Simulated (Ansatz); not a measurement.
# HfC (Fm-3m) in Ansatz: notebook

One crystal, HfC, is run at these levels: RPBE, LDA, BLYP; tasks: band structure, elastic constants.

Program: Ansatz 0.2.0. These are calculated values, not measurements. Logs are shortened: lines on timing, memory, paths and dates and some standing lists are left out, and cuts for length are marked.

## (1) The crystal as given

The structure is cubic, space group Fm-3m (No. 225). Conventional cell: a = 4.650 Å, b = 4.650 Å, c = 4.650 Å, α = 90.00°, β = 90.00°, γ = 90.00°. Hf (site symmetry m-3m) is surrounded by 6 C at 2.33 Å. C (site symmetry m-3m) has 6 Hf at 2.33 Å as nearest neighbours.

## (2) Band structure, RPBE

Contents of input.yaml:

```yaml
crystal:
  lattice:
    - [0.0, 2.325, 2.325]
    - [2.325, 0.0, 2.325]
    - [2.325, 2.325, 0.0]
  atoms:
    - { symbol: Hf, position: [0.5, 0.5, 0.5] }
    - { symbol: C, position: [0.0, 0.0, 0.0] }
kpoints:
  mp_grid: { grid: [10, 10, 10] }
  band_path:
    path:
      - [0.0, 0.0, 0.0]
      - [0.5, 0.0, 0.5]
      - [0.5, 0.25, 0.75]
      - [0.375, 0.375, 0.75]
      - [0.0, 0.0, 0.0]
      - [0.5, 0.5, 0.5]
      - [0.625, 0.25, 0.625]
      - [0.5, 0.25, 0.75]
    npoints: 8
scf:
  occupations: { method: fermi_dirac, width: 0.05 }
hamiltonian:
  xc: rpbe
  pseudopotentials: { kind: all_electron, lapw: { basis_error: 0.001 } }
output:
  forces: true
  stress: true
  eigenvalues: true
```

Potentials or basis: all-electron LAPW, scalar-relativistic.

Started as:

```console
$ ansatz run input.yaml --threads 1 --pin off --max-ram 3072MiB --backend cpu --events-out ev --progress --plain --runs-dir out
```

The program printed:

```text
Warning: RAYON_NUM_THREADS=1 ignored (pool sized by the plan → 1); use --threads N
LAPW: plane waves up to 8.910 Å⁻¹, error target 1.0e-3 eV per atom; small_component_spin mean_spin; C in spheres of 0.956 Å, 6 of its electrons in bands, Dirac shells []; Hf in spheres of 1.369 Å, 42 of its electrons in bands, Dirac shells [] (how accurate: hamiltonian.pseudopotentials.lapw.basis_error, Limitations)
Engine: ansatz 0.2.0, aarch64-unknown-linux-gnu
Pseudopotentials: kind: all_electron
Pseudopotential: Hf, LAPW, valence charge 42, lapw/all_electron/scalar/gaussian/Hf, Koelling and Harmon's equation, gaussian nucleus
Pseudopotential: C, LAPW, valence charge 6, lapw/all_electron/scalar/gaussian/C, Koelling and Harmon's equation, gaussian nucleus
Functional definition: RPBE
  parameter kappa = 0.804
  parameter beta = 0.06672455060314922
  exchange = rpbe_x(kappa = kappa, mu = beta*pi^2/3)
  correlation = pbe_c(beta = beta)
Crystal: 2 atoms, lattice volume = 25.136 Å³
Basis set: ecut = 302.45561935763385 eV, 307 PW (Γ), exchange–correlation at level 2
Bands: 29, of which v1, the nominal top of the filled ones, is band 24 counted from 1 (23 counted from 0)
Symmetry: 48 space group operations
Space group: Fm-3m (ITA 225), of the structure as read, at distance tolerance 2.9e-5 Å
k-points: 47 of 1000
Non-local potential: Hf, projectors of the file, none
Non-local potential: C, projectors of the file, none
Initial density: superposition of atomic densities (chi_scale 0.1, normalization cell, long waves kept (reshape's long-wave potential 0.00 eV rms))
Initial wavefunctions: plane waves of lowest kinetic energy (no species holds an atomic orbital)
Functional: x = rpbe, c = pbe(β = 0.06672455060314922)
iter 1 solved again at ethr=1.22e-2 eV; its pass at ethr=1.00e-1 eV (dr2=5.87e0 eV) is discarded
SCF iter   1: F=—  HF=-411304.563065 eV  |F-HF|=—  |Δ(HF+E_count)|=         —  Δρ=1.29e-1  dr2=5.87e0  ethr=1.22e-2  ⟨swp⟩=2.0  Hψ=8131  notcnv=0
preconditioner: auto → none  [insulator: Δε(μ)=0.346 eV  Ē_g=18.139 eV  σ=0.050 eV  W_gap=0.63  n_scr=14 (ndim 8)  ℏωp=39.2 eV  f_vac=0.000  D(μ)=0.16/eV (n_scr^D=0)  ε∞_Penn≈5.7]
SCF iter   2: F=—  HF=-411303.580441 eV  |F-HF|=—  |Δ(HF+E_count)|=   9.83e-1  Δρ=7.82e-2  dr2=1.93e0  ethr=1.22e-2  ⟨swp⟩=3.0  Hψ=4159  notcnv=0
iter 3 solved again at ethr=5.01e-5 eV; its pass at ethr=4.03e-3 eV (dr2=2.41e-2 eV) is discarded
SCF iter   3: F=—  HF=-411302.595272 eV  |F-HF|=—  |Δ(HF+E_count)|=   9.85e-1  Δρ=1.20e-2  dr2=2.41e-2  ethr=5.01e-5  ⟨swp⟩=2.0  Hψ=7137  notcnv=0
SCF iter   4: F=—  HF=-411302.595195 eV  |F-HF|=—  |Δ(HF+E_count)|=         —  Δρ=5.47e-3  dr2=5.66e-3  ethr=5.01e-5  ⟨swp⟩=2.0  Hψ=4064  notcnv=0
the basis was enlarged: its passes take 486.1 KiB over the memory plan, 1 of 1 planned eigensolver slots
SCF iter   5: F=—  HF=-411302.596038 eV  |F-HF|=—  |Δ(HF+E_count)|=   8.43e-4  Δρ=1.01e-3  dr2=1.54e-4  ethr=1.18e-5  ⟨swp⟩=2.0  Hψ=4064  notcnv=0
SCF iter   6: F=—  HF=-411302.595688 eV  |F-HF|=—  |Δ(HF+E_count)|=   3.50e-4  Δρ=3.19e-4  dr2=2.17e-5  ethr=3.20e-7  ⟨swp⟩=2.5  Hψ=4137  notcnv=0
SCF iter   7: F=—  HF=-411302.595626 eV  |F-HF|=—  |Δ(HF+E_count)|=   6.28e-5  Δρ=2.60e-5  dr2=1.54e-7  ethr=4.52e-8  ⟨swp⟩=3.0  Hψ=4205  notcnv=0
SCF iter   8: F=-411302.595625 eV  HF=-411302.595625 eV  |F-HF|=1.16e-9  |Δ(HF+E_count)|=   3.50e-7  Δρ=2.13e-6  dr2=4.59e-10  ethr=3.20e-10  ⟨swp⟩=3.0  Hψ=4253  notcnv=0
SCF 1 converged in 8 iterations: F = -411302.595625 eV  dr2 = 4.59e-10
NSCF: frozen V_eff on 57 k-points
SCF converged after 8 iterations
Free energy (F): -411302.595625 eV
Harris-Foulkes:  -411302.595625 eV  (|F-HF|=1.16e-9)
Internal energy: -411302.592848 eV  (E = F + TS)
E sigma→0 (E₀):  -411302.594236 eV
Entropy (-TS):   -0.002778 eV (-1.389 meV/atom)
Fermi energy:    20.639098 eV
--- Per-component energies (eV) ---
  E_band       = -4277.145008
  E_kinetic    = 457537.315838
  E_xc         = -8577.337640
  E_electrostatic = -860262.571046  (all electrons and nuclei)
  E_smearing   = -0.002778  (= −TS)
  E_closure    = 0.000000  (closes the sum)
  E_atoms      = -411285.102839  (free atoms, spherical and without spin; not in F)
  Σ components = -411302.595625   (vs F -411302.595625, Δ=0.00e0)
  Basis errors (estimates in eV, not in F): energy 3.6e-4 per atom: plane waves 3.2e-4 (1.8e-4 summed), levels above the bands 3.1e-61, relativity 7.1e-8, radial functions 4.3e-5, core shells 1.1e-7; eigenvalues (radial functions only) 4.0e-6; not estimated: angular momenta, meshes, grids; target (lapw.basis_error) 1.0e-3; muffin-tin radii C 0.956 Å, Hf 1.369 Å
--- Forces (eV/Å), atoms counted from 1 ---
  atom   1  Hf     0.00000000    -0.00000000    -0.00000000
  atom   2  C     -0.00000000    -0.00000000    -0.00000000
  max |Σ_I F_I| component: 6.57e-31 eV/Å
--- Stress (GPa, compression-positive) ---
        4.313064       0.000000       0.000000
        0.000000       4.313064       0.000000
        0.000000       0.000000       4.313064
  P = ⅓ Tr σ = 4.3131 GPa (43.131 kbar)
--- Band table (eV; the first three rows and the last of 47) ---
  k-point 0: bands = ["-352.1677", "-352.1677", "-352.1677", "-244.3775", "-180.0093", "-180.0093", "-180.0093", "-179.9915", "-179.9915", "-40.5856", "-9.0264", "-9.0264", "-9.0264", "8.2117", "9.4629", "9.4717", "9.4717", "9.4717", "9.5517", "9.5517", "9.5517", "21.6371", "21.6371", "21.6371", "21.9839", "21.9839", "21.9839", "23.9642", "23.9642"]
  k-point 1: bands = ["-352.1677", "-352.1677", "-352.1677", "-244.3775", "-180.0093", "-180.0093", "-180.0093", "-179.9915", "-179.9915", "-40.5818", "-9.0947", "-9.0329", "-9.0329", "8.4510", "9.4664", "9.4774", "9.4774", "9.4789", "9.5463", "9.5463", "9.5519", "20.2473", "20.6295", "20.6295", "22.3968", "22.3968", "22.7718", "25.0721", "25.0721"]
  k-point 2: bands = ["-352.1677", "-352.1677", "-352.1677", "-244.3775", "-180.0093", "-180.0093", "-180.0093", "-179.9915", "-179.9915", "-40.5718", "-9.2692", "-9.0501", "-9.0501", "9.0593", "9.4764", "9.4926", "9.4926", "9.5331", "9.5331", "9.5525", "9.5618", "18.4585", "19.3735", "19.3735", "23.1412", "23.1412", "23.3135", "27.0575", "27.0575"]
  k-point 46: bands = ["-352.1677", "-352.1677", "-352.1677", "-244.3775", "-180.0093", "-180.0093", "-180.0093", "-179.9915", "-179.9915", "-40.5321", "-9.4938", "-9.3830", "-9.2685", "9.4542", "9.4955", "9.4999", "9.4999", "9.5205", "9.5273", "9.5275", "10.8225", "17.8226", "17.8367", "17.9403", "23.2667", "25.2638", "27.3498", "27.5409", "28.9138"]
```

Wall time 13 s (1 thread of Arm Neoverse V2, shared host); peak memory 0.32 GiB.

Results:

```yaml
Free_energy: -411302.5956 eV
Pressure: 4.3 GPa
Band_gap_along_the_path: none (metal or under the smearing width)
```

Levels at the corners of the path, in eV from the Fermi level:
| point | band 22 | band 23 | band 24 | band 25 | band 26 | band 27 |
| --- | --- | --- | --- | --- | --- | --- |
| Γ | 1.00 | 1.00 | 1.00 | 1.34 | 1.34 | 1.34 |
| X | -2.70 | -1.83 | -0.14 | -0.14 | 5.24 | 6.70 |
| W | -3.03 | -2.79 | -2.79 | 3.64 | 3.64 | 6.71 |
| K | -3.57 | -2.82 | -1.70 | 1.55 | 5.75 | 6.13 |
| Γ | 1.00 | 1.00 | 1.00 | 1.34 | 1.34 | 1.34 |
| L | -6.21 | -3.07 | -3.07 | 5.27 | 5.27 | 5.73 |
| U | -3.57 | -2.82 | -1.70 | 1.55 | 5.75 | 6.13 |
| W | -3.03 | -2.79 | -2.79 | 3.64 | 3.64 | 6.71 |

Caveat: spin-orbit coupling is left out, which moves the levels of the heavy elements.

## (3) Elastic constants, LDA

Contents of input.yaml:

```yaml
crystal:
  lattice:
    - [0.0, 2.325, 2.325]
    - [2.325, 0.0, 2.325]
    - [2.325, 2.325, 0.0]
  atoms:
    - { symbol: Hf, position: [0.5, 0.5, 0.5] }
    - { symbol: C, position: [0.0, 0.0, 0.0] }
kpoints:
  mp_grid: { grid: [7, 7, 7] }
scf:
  occupations: { method: fermi_dirac, width: 0.05 }
hamiltonian:
  xc: lda
  pseudopotentials: { kind: all_electron, lapw: { basis_error: 0.001 } }
output:
  forces: true
  stress: true
elastic:
  mode: relaxed_ion
  stencil: two_point
```

Potentials or basis: all-electron LAPW, scalar-relativistic.

Started as:

```console
$ ansatz run input.yaml --threads 1 --pin off --max-ram 3072MiB --backend cpu --events-out ev --progress --plain --runs-dir out
```

Wall time 41 s (1 thread of Arm Neoverse V2, shared host); peak memory 0.37 GiB.

The run converged. Its results:

```
Free energy                     : -411036.8449 eV
Pressure                        : -11.8 GPa
Band gap on the k mesh          : none (metal or under the smearing width)
Elastic constants C11, C12, C44 : 419, 110, 154 GPa
Voigt bulk modulus              : 213 GPa
```

Levels at points of the mesh, in eV from the Fermi level:
| k point | band 22 | band 23 | band 24 | band 25 | band 26 | band 27 |
| --- | --- | --- | --- | --- | --- | --- |
| (0.00, 0.00, 0.00) | 1.16 | 1.16 | 1.16 | 1.35 | 1.35 | 1.35 |

Elastic tensor in Voigt notation (GPa, in the Cartesian axes of the cell as first typed):
```
419 110 110   0   0   0
110 419 110   0   0   0
110 110 419   0   0   0
  0   0   0 154   0   0
  0   0   0   0 154   0
  0   0   0   0   0 154
```

Caveat: the k mesh is thin for a metal, which can move the energy by tens of meV per atom; a metal's response needs a denser mesh; the cell is more than 3 GPa from zero pressure, which shifts response properties; elastic constants of metals need much finer meshes, so these are rough.

## (4) Band structure, BLYP

Contents of input.yaml:

```yaml
crystal:
  lattice:
    - [0.0, 2.325, 2.325]
    - [2.325, 0.0, 2.325]
    - [2.325, 2.325, 0.0]
  atoms:
    - { symbol: Hf, position: [0.5, 0.5, 0.5] }
    - { symbol: C, position: [0.0, 0.0, 0.0] }
kpoints:
  mp_grid: { grid: [10, 10, 10] }
  band_path:
    path:
      - [0.0, 0.0, 0.0]
      - [0.5, 0.0, 0.5]
      - [0.5, 0.25, 0.75]
      - [0.375, 0.375, 0.75]
      - [0.0, 0.0, 0.0]
      - [0.5, 0.5, 0.5]
      - [0.625, 0.25, 0.625]
      - [0.5, 0.25, 0.75]
    npoints: 12
scf:
  occupations: { method: fermi_dirac, width: 0.05 }
hamiltonian:
  xc: blyp
  pseudopotentials: { kind: all_electron, lapw: { basis_error: 0.001 } }
output:
  forces: true
  stress: true
  eigenvalues: true
```

Started as:

```console
$ ansatz run input.yaml --threads 1 --pin off --max-ram 3072MiB --backend cpu --events-out ev --progress --plain --runs-dir out
```

It took 16 s on 1 thread of Arm Neoverse V2, shared host; peak memory 0.32 GiB.

The run converged. Its results:

| Quantity | Value |
| --- | --- |
| Free energy | -411313.4070 eV |
| Pressure | 7.6 GPa |
| Band gap along the path | none (metal or under the smearing width) |

Levels at the corners of the path, in eV from the Fermi level:
| point | band 22 | band 23 | band 24 | band 25 | band 26 | band 27 |
| --- | --- | --- | --- | --- | --- | --- |
| Γ | 0.97 | 0.97 | 0.97 | 1.30 | 1.30 | 1.30 |
| X | -2.53 | -1.72 | -0.11 | -0.11 | 5.11 | 6.46 |
| W | -3.01 | -2.66 | -2.66 | 3.58 | 3.58 | 6.47 |
| K | -3.46 | -2.67 | -1.70 | 1.56 | 5.56 | 5.97 |
| Γ | 0.97 | 0.97 | 0.97 | 1.30 | 1.30 | 1.30 |
| L | -6.07 | -3.07 | -3.07 | 5.09 | 5.09 | 5.59 |
| U | -3.46 | -2.67 | -1.70 | 1.56 | 5.56 | 5.97 |
| W | -3.01 | -2.66 | -2.66 | 3.58 | 3.58 | 6.47 |

Caveat: spin-orbit coupling is left out, which moves the levels of the heavy elements.

## (5) The runs side by side

| task | level | k mesh | cutoff (eV) | pressure (GPa) |
| --- | --- | --- | --- | --- |
| band structure | RPBE | 10 × 10 × 10 | 302 | 4.3 |
| elastic constants | LDA | 7 × 7 × 7 | 324 | -11.8 |
| band structure | BLYP | 10 × 10 × 10 | 303 | 7.6 |

Alike in all rows: potentials or basis all-electron LAPW, scalar-relativistic; no spin polarisation; cell as given; smearing fermi-dirac 0.05 eV; basis error allowed 0.001 eV/atom.

The pressure there spans -11.8 GPa (LDA) to 7.6 GPa (BLYP); a positive pressure means that this level wants a larger cell, a negative one a smaller.

Caveats: spin-orbit coupling is left out, which moves the levels of the heavy elements (some runs); the k mesh is thin for a metal, which can move the energy by tens of meV per atom (some runs); a metal's response needs a denser mesh (some runs); the cell is more than 3 GPa from zero pressure, which shifts response properties (some runs); elastic constants of metals need much finer meshes, so these are rough (some runs).

Compare energies only between runs with the same functional and basis.
